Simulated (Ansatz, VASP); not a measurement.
# One calculation of C, two programs

```
CELL_PARAMETERS angstrom
-1.19521 1.19521 1.19521
1.19521 -1.19521 1.19521
1.19521 1.19521 -1.19521
ATOMIC_POSITIONS crystal
C 0.00000 0.00000 0.00000
```

Alike in both runs: functional RPBE; k mesh 18 × 18 × 18; occupations fermi-dirac, width 0.1 eV; no spin polarisation.

Ansatz relaxed the structure, and its values are those at the end. VASP's run is a single point on that final structure, the one shown.

|  | VASP | Ansatz |
| --- | --- | --- |
| version | VASP 6.6.1 | Ansatz 0.2.0 |
| potentials or method | VASP PAW PBE potentials, release 64 (C) | plane waves (420 eV) with PAW, scalar-relativistic |
| plane-wave cutoff (eV) | 520 | 420 |
| valence electrons in the cell | 4 | 4 |

|  | VASP | Ansatz | Ansatz less VASP |
| --- | --- | --- | --- |
| pressure (GPa) | 0.0 | 0.0 | -0.03 |

Caveats: the PAW data sets were made with another functional, which shifts forces and pressure a little (VASP).
